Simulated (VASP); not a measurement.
Write the native input for VASP 6.6.1 that does the following.

| Property | Result |
| --- | --- |
| Task | relaxation of the atoms |
| Functional | LDA |
| Potentials or basis | VASP PAW LDA potentials, release 64 (Si) |
| Cutoff | 520 eV |
| k mesh | 10 × 10 × 10 |
| Occupations | gaussian, width 0.01 eV |
| Spin | no spin polarisation |
| Further INCAR settings | ALGO = Fast; EDIFF = 1e-06; IBRION = 2; EDIFFG = -0.01; NSW = 60 |

The structure of Si lies in POSCAR:

```
Si
1.0
    0.0854690885      2.7813854558      2.7813854558
    2.7813854558      0.0854690885      2.7813854558
    2.7813854558      2.7813854558      0.0854690885
Si
2
Direct
    0.0000000000      0.0000000000      0.0000000000
    0.2500000000      0.2500000000      0.2500000000
```

One way to write it, as run:

INCAR

```
SYSTEM = Si
PREC = Accurate ; ENCUT = 520
EDIFF = 1E-6 ; ISMEAR = 0
SIGMA = 0.01 ; LREAL = .False.
LASPH = .True. ; NELM = 60
ALGO = Fast ; ISIF = 2
LWAVE = .False. ; LCHARG = .False.
GGA = CA ; IBRION = 2
NSW = 60 ; EDIFFG = -0.01
```

KPOINTS

```
regular mesh
0
Gamma
  10 10 10
  0 0 0
```

Potentials or basis: VASP PAW LDA potentials, release 64 (Si).

The run is started by

```sh
$ cat potpaw_LDA.64/Si/POTCAR > POTCAR
$ mpirun -np 1 vasp_std > vasp.out
```

Results of the run:

```yaml
Energy_gained_by_relaxing: 3.1 meV/atom
Ionic_steps: 3
Pressure_after_relaxing: -3.5 GPa
Band_gap_on_the_k_mesh: 0.30 eV, indirect (least direct gap 1.76 eV)
```

Run time: 29 s on 1 thread of Intel(R) Xeon(R) 6975P-C (Granite Rapids) (shared host), peak memory 0.15 GiB.
